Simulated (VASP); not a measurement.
# Sb (I4/mmm) in VASP: electric field gradients with PBE

Aim: the electric field gradients of Sb with PBE.

All numbers are computed with VASP 6.6.1; they aren't measurements. Logs are shortened: lines on timing, memory, paths and dates and some standing lists are left out, and cuts for length are marked.

## Step 1: The undisturbed crystal

Symmetry: I4/mmm, No. 139, tetragonal system. The conventional cell has a = 3.010 Å, b = 3.010 Å, c = 4.960 Å, α = 90.00°, β = 90.00°, γ = 90.00°. Sb (site symmetry 4/mmm) is surrounded by 12 Sb at 3.01 to 3.27 Å.

This isn't the form of Sb at room conditions, which is rhombohedral.

## Step 2: Electric field gradients, PBE (z stretched by +1.5 % at fixed volume, crystal datasets)

Input file INCAR:

```
SYSTEM = Sb
PREC = Accurate
ENCUT = 520
EDIFF = 1E-8
ISMEAR = -1
SIGMA = 0.03
LREAL = .False.
LASPH = .True.
NELM = 100
ALGO = Fast
ISIF = 2
LWAVE = .False.
LCHARG = .False.
GGA = PE
LEFG = .True.
NBANDS = 8
ISYM = 0
```

Input file KPOINTS:

```
Automatic mesh
0
Gamma
  13 13 15
  0 0 0
```

Input file POSCAR:

```
Sb
1.0
   -1.4938379177      1.4938379177      2.5172000000
    1.4938379177     -1.4938379177      2.5172000000
    1.4938379177      1.4938379177     -2.5172000000
Sb
1
Direct
    0.0000000000      0.0000000000      0.0000000000
```

Potentials or basis: VASP PAW PBE potentials, release 64 (Sb).

The run is started by

```
> cat potpaw_PBE.64/Sb/POTCAR > POTCAR
> mpirun -np 1 vasp_std > vasp.out
```

OUTCAR:

```text
SYSTEM = Sb
   PREC = Accurate
   ENCUT = 520
   EDIFF = 1E-8
   ISMEAR = -1
   LREAL = .False.
   LASPH = .True.
   NELM = 100
   ISIF = 2
   GGA = PE
   ISYM = 0

 ion  position               nearest neighbor table
   1  0.000  0.000  0.000-

IMPORTANT INFORMATION: All symmetrisations will be switched off!
NOSYMM: (Re-)initialisation of all symmetry stuff for point group C_1.

----------------------------------------------------------------------------------------

                                     Primitive cell

  volume of cell :      22.4690

  direct lattice vectors                    reciprocal lattice vectors
    -1.493837918  1.493837918  2.517200000     0.000000000  0.334708334  0.198633402
     1.493837918 -1.493837918  2.517200000     0.334708334  0.000000000  0.198633402
     1.493837918  1.493837918 -2.517200000     0.334708334  0.334708334  0.000000000

  length of vectors
     3.286243948  3.286243948  3.286243948     0.389210608  0.389210608  0.473349065

  position of ions in fractional coordinates (direct lattice)
     0.000000000  0.000000000  0.000000000

  ion indices of the primitive-cell ions
   primitive index   ion index
                 1           1

----------------------------------------------------------------------------------------

 KPOINTS: Automatic mesh

Automatic generation of k-mesh.
 Grid dimensions read from file:
 generate k-points for:   13   13   15

 Generating k-lattice:

  Cartesian coordinates                     Fractional coordinates (reciprocal lattice)
     0.000000000  0.025746795  0.015279492     0.076923077 -0.000000000  0.000000000
     0.025746795  0.000000000  0.015279492    -0.000000000  0.076923077  0.000000000
     0.022313889  0.022313889  0.000000000     0.000000000  0.000000000  0.066666667

  Length of vectors
     0.029939278  0.029939278  0.031556604

  Shift w.r.t. Gamma in fractional coordinates (k-lattice)
     0.000000000  0.000000000  0.000000000

 -----------------------------------------------------------------------------
|                                                                             |
[... 107 lines left out ...]

 number of electron       5.0000000 magnetization

 Free energy of the ion-electron system (eV)
  ---------------------------------------------------
  ext. energy  EPLUGINS =         0.00000000
  ---------------------------------------------------
  free energy    TOTEN  =        -3.57890024 eV

  energy without entropy =       -3.57693984  energy(sigma->0) =       -3.57792004

 E-fermi :  11.1275     XC(G=0): -11.0363

 val. band max:       11.1272417455   @ k =   0.3846   0.1538   0.3333
 cond. band min:      11.1368475640   @ k =   0.0769   0.0769   0.4000
 fundamental gap:      0.0096058185
 Fermi energy:        11.1275371639

 k-point     1 :       0.0000    0.0000    0.0000
  band No.  band energies     occupation
      1      -3.4217      2.00000
      2      17.4240      0.00000
      3      17.8991      0.00000
      4      17.9027      0.00000
      5      21.1636      0.00000
      6      21.6251      0.00000
      7      22.3600      0.00000
      8      22.3620      0.00000
[... 243 lines left out ...]
 k-point    24 :       0.2308    0.1538   -0.0000
  band No.  band energies     occupation
      1      -1.1818      2.00000
      2      10.1629      2.00000
      3      12.5537      0.00000
      4      14.7645      0.00000
      5      20.0871      0.00000
      6      21.2465      0.00000
      7      22.7712      0.00000
      8      23.9212      0.00000

 [... further k-points ...]

------------------------ aborting loop because EDIFF is reached ----------------------------------------

  FORCE on cell =-STRESS in cart. coord.  units (eV):
  Direction    XX          YY          ZZ          XY          YZ          ZX
  --------------------------------------------------------------------------------------
  -------------------------------------------------------------------------------------
  Total        2.9530617      2.9530617      2.3294905      0.0449510     -0.0553309     -0.0553309
  in kB      210.5709386    210.5709365    166.1065848      3.2052778     -3.9454248     -3.9454241
  external PRESSURE =     195.7494867 kB  Pullay stress =       0.0000000 kB

 VOLUME and BASIS-vectors are now :
 -----------------------------------------------------------------------------
  energy-cutoff  :      520.00
  volume of cell :       22.47
      direct lattice vectors                 reciprocal lattice vectors
    -1.493837918  1.493837918  2.517200000     0.000000000  0.334708334  0.198633402
     1.493837918 -1.493837918  2.517200000     0.334708334  0.000000000  0.198633402
     1.493837918  1.493837918 -2.517200000     0.334708334  0.334708334  0.000000000

 POSITION                                       TOTAL-FORCE (eV/Angst)
 -----------------------------------------------------------------------------------
      0.00000      0.00000      0.00000        -0.000000     -0.000000      0.000000
 -----------------------------------------------------------------------------------
    total drift:                               -0.000000     -0.000000      0.000000

  FREE ENERGIE OF THE ION-ELECTRON SYSTEM (eV)
  ---------------------------------------------------
  free  energy   TOTEN  =        -3.5789002371 eV

  energy  without entropy=       -3.5769398427  energy(sigma->0) =       -3.57792004

 Electric field gradients (V/A^2)
---------------------------------------------------------------------
 ion       V_xx      V_yy      V_zz      V_xy      V_xz      V_yz
---------------------------------------------------------------------
   1     -26.068   -26.068    52.135     4.467     3.167     3.167
---------------------------------------------------------------------

 Electric field gradients after diagonalization (V/A^2)
 (convention: |V_zz| > |V_xx| > |V_yy|)
----------------------------------------------------------------------
 ion       V_xx      V_yy      V_zz     asymmetry (V_yy - V_xx)/ V_zz
----------------------------------------------------------------------
   1     -30.534   -21.872    52.406       0.165
----------------------------------------------------------------------

           NMR quadrupolar parameters

 Cq : quadrupolar parameter    Cq=e*Q*V_zz/h
 eta: asymmetry parameters     (V_yy - V_xx)/ V_zz
 Q  : nuclear electric quadrupole moment in mb (millibarn)
----------------------------------------------------------------------
 ion       Cq(MHz)       eta       Q (mb)
----------------------------------------------------------------------
   1       0.127       0.165       1.000
----------------------------------------------------------------------
```

Wall time 1.9 min (1 thread of Intel Xeon Platinum 8375C at 2.90GHz (Ice Lake), shared host); peak memory 0.34 GiB.

Results:

```yaml
Free_energy: -3.5789 eV
Pressure: 19.6 GPa
Band_gap_on_the_k_mesh: none (metal or under the smearing width)
```

Stress tensor (GPa, compression positive):
```
21.06  0.32 -0.39
 0.32 21.06 -0.39
-0.39 -0.39 16.61
```

Levels at points of the mesh, in eV from the Fermi level:
```tsv
k point	band 1	band 2	band 3	band 4	band 5	band 6
(0.00, 0.00, 0.00)	-14.55	6.30	6.77	6.78	10.04	10.50
```

Electric field gradients, principal values (V/Å²):
| atom | Vxx | Vyy | Vzz |
| --- | --- | --- | --- |
| 1 Sb | -21.872 | -30.534 | 52.406 |

Caveat: so large a pressure means that the cell lies far from this level's equilibrium, or that cutoff or potentials fall short. Spin-orbit coupling is left out, which matters for the levels of Sb.
